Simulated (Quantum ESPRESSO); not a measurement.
**WC (Qusongite) under changes of volume**

One of the cells (10.376 Å³/atom); the others are scaled copies at fixed shape and fractional positions:

```
CELL_PARAMETERS angstrom
2.90650 0.00000 0.00000
-1.45325 2.51710 0.00000
0.00000 0.00000 2.83660
ATOMIC_POSITIONS crystal
W 0.00000 0.00000 0.00000
C 0.66667 0.33333 0.50000
```

- Program: Quantum ESPRESSO 7.5
- Functional: LDA
- Potentials or basis: GBRV 1.5 LDA
- Cutoff: 762 eV
- Density cutoff: 6095 eV
- k mesh: 10 × 10 × 9
- Occupations: fermi-dirac, width 0.05 eV
- Spin: no spin polarisation

| volume (Å³/atom) | energy over the lowest point (meV/atom) | pressure (GPa) |
| --- | --- | --- |
| 9.754 | 23.32 | 18.9 |
| 9.961 | ? | ? |
| 10.169 | 0.00 | -0.4 |
| 10.376 | 5.90 | -8.7 |
| 10.584 | 21.88 | -16.0 |
| 10.791 | 46.95 | -22.7 |
| 10.999 | 80.19 | -28.6 |

Question: What does the run at 9.961 Å³/atom give?

Answer: Energy over the lowest point 5.38 meV/atom; pressure 8.7 GPa.

Worked out: A Birch-Murnaghan fit of order 3 (a polynomial in V^(-2/3)) to the other rows has its minimum at 10.16 Å³/atom with B0 = V·E''(V) = 428 GPa and B' = 4.4 at fixed shape and positions, which overstates the stiffness. It gives 5.40 meV/atom at 9.961 Å³/atom, against the run's 5.38, and -dE/dV = 8.8 GPa, against 8.7.

Energies are extrapolated to zero smearing.
